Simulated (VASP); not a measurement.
**Sn in VASP 6.6.1, single-point calculation**

INCAR

```
LREAL = .FALSE.
EDIFF = 1E-7
ISIF = 2
ISMEAR = 0
NELM = 70
PREC = Accurate
ENCUT = 520
GGA = PE
LCHARG = .FALSE.
IBRION = -1
LWAVE = .FALSE.
NSW = 0
LASPH = .TRUE.
SIGMA = 0.2
ALGO = Normal
NBANDS = 21
```

KPOINTS

```
KPOINTS created by Atomic Simulation Environment
0
Gamma
6 6 6
0 0 0
```

POSCAR

```
Sn
 1.0000000000000000
     0.0000000000000000    3.2844597802467672    3.2844597802467672
     3.2844597802467672    0.0000000000000000    3.2844597802467672
     3.2844597802467672    3.2844597802467672    0.0000000000000000
 Sn
   2
Cartesian
 -0.0000000000000000 -0.0000000000000000 -0.0000000000000000
  1.6422298901233836  1.6422298901233836  1.6422298901233836
```

The recommended PBE PAW datasets give the neutral cell 28 valence electrons.

Command

```
mpirun -np 1 vasp_std
```

OSZICAR

```
N       E                     dE             d eps       ncg     rms          rms(c)
DAV:   1     0.226561233492E+03    0.22656E+03   -0.14406E+04   682   0.186E+03
DAV:   2     0.179924037414E+02   -0.20857E+03   -0.20439E+03   677   0.451E+02
DAV:   3    -0.681630098659E+01   -0.24809E+02   -0.24632E+02   767   0.142E+02
DAV:   4    -0.766770198067E+01   -0.85140E+00   -0.85094E+00   772   0.291E+01
DAV:   5    -0.770243076928E+01   -0.34729E-01   -0.34728E-01   990   0.551E+00    0.307E+00
DAV:   6    -0.766467598859E+01    0.37755E-01   -0.27532E-02   895   0.203E+00    0.180E+00
DAV:   7    -0.764694622549E+01    0.17730E-01   -0.42687E-02   732   0.213E+00    0.160E-01
DAV:   8    -0.764882524310E+01   -0.18790E-02   -0.56186E-03   762   0.822E-01    0.511E-02
DAV:   9    -0.764925596372E+01   -0.43072E-03   -0.53368E-04   748   0.148E-01    0.121E-02
DAV:  10    -0.764927727861E+01   -0.21315E-04   -0.37240E-05   839   0.493E-02    0.602E-03
DAV:  11    -0.764928236342E+01   -0.50848E-05   -0.81696E-06   744   0.173E-02    0.658E-04
DAV:  12    -0.764928233583E+01    0.27592E-07   -0.26426E-07   664   0.410E-03
   1 F= -.76492823E+01 E0= -.76459663E+01  d E =-.663205E-02
```

From OUTCAR

```
k-points           NKPTS =     16   k-points in BZ     NKDIM =     16   number of bands    NBANDS=     21

   NELECT =      28.0000    total number of electrons

   dimension x,y,z NGX =    36 NGY =   36 NGZ =   36
   dimension x,y,z NGXF=    72 NGYF=   72 NGZF=   72

  energy-cutoff  :      520.00
  volume of cell :       70.86
      direct lattice vectors                 reciprocal lattice vectors
     0.000000000  3.284459780  3.284459780    -0.152232036  0.152232036  0.152232036
     3.284459780  0.000000000  3.284459780     0.152232036 -0.152232036  0.152232036
     3.284459780  3.284459780  0.000000000     0.152232036  0.152232036 -0.152232036

 k-points in reciprocal lattice and weights: KPOINTS created by Atomic Simulation Env
   0.00000000  0.00000000  0.00000000       0.005
   0.16666667  0.00000000  0.00000000       0.037
   0.33333333  0.00000000  0.00000000       0.037
   0.50000000  0.00000000  0.00000000       0.019
   0.16666667  0.16666667  0.00000000       0.028
   0.33333333  0.16666667  0.00000000       0.111
   0.50000000  0.16666667  0.00000000       0.111
  -0.33333333  0.16666667  0.00000000       0.111
   ...

 E-fermi :   5.1718

 k-point     1 :       0.0000    0.0000    0.0000
  band No.  band energies     occupation
      1     -16.3439      2.00000
      2     -16.3439      2.00000
      3     -16.3439      2.00000
      4     -16.2895      2.00000
      5     -16.2895      2.00000
      6     -16.0089      2.00000
      7     -16.0089      2.00000
      8     -16.0089      2.00000
      9     -16.0037      2.00000
     10     -16.0037      2.00000
     11      -5.0970      2.00000
     12       4.3812      2.00000
     13       5.3547      0.19576
     14       5.3547      0.19576
     15       5.3547      0.19576
     16       7.4219      0.00000
     17       7.4219      0.00000
     18       7.4219      0.00000
     19      10.2655      0.00000
     20      13.1396      0.00000
     21      13.1396      0.00000

 k-point     2 :       0.1667    0.0000    0.0000
  band No.  band energies     occupation
      1     -16.3585      2.00000
      2     -16.3585      2.00000
      3     -16.3380      2.00000
      4     -16.2682      2.00000
      5     -16.2682      2.00000
      6     -16.0377      2.00000
      7     -16.0377      2.00000
      8     -16.0162      2.00000
      9     -15.9789      2.00000
     10     -15.9789      2.00000
     11      -4.8404      2.00000
     12       2.4300      2.00000
     13       4.9347      1.90631
     14       4.9347      1.90631
     15       5.7369      0.00006
     16       7.9636      0.00000
     17       7.9636      0.00000
     18       8.5248      0.00000
     19      11.3537      0.00000
     20      12.1461      0.00000
     21      12.1461      0.00000

 ...

  Total        0.6939400      0.6939400      0.6939400      0.0000000      0.0000000     -0.0000000
  in kB       15.6895572     15.6895572     15.6895572      0.0000000      0.0000000     -0.0000000
  external PRESSURE =      15.6895572 kB  Pullay stress =       0.0000000 kB

 POSITION                                       TOTAL-FORCE (eV/Angst)
 -----------------------------------------------------------------------------------
      0.00000      0.00000      0.00000         0.000000      0.000000      0.000000
      1.64223      1.64223      1.64223        -0.000000     -0.000000     -0.000000
 -----------------------------------------------------------------------------------
    total drift:                                0.000000      0.000000      0.000000

  FREE ENERGIE OF THE ION-ELECTRON SYSTEM (eV)
  ---------------------------------------------------
  free  energy   TOTEN  =        -7.6492823358 eV

  energy  without entropy=       -7.6426502810  energy(sigma->0) =       -7.64596631
```

It converged. Results: gap between bands v and c on the k mesh -0.16 eV (bands overlap: a metal); least direct gap on the k mesh 0.00 eV; pressure 1.6 GPa. Band v is the last that the valence electrons fill when counted band by band, and c is the next.

For comparison, a separate r²SCAN run of the intended cell, on usual settings and not on those above, gives a gap of 0.00 eV on its mesh and a pressure of 0.0 GPa.

The run above took about 20 s on one core of a shared host (Intel Xeon Platinum 8488C) and held 0.2 GiB at most.
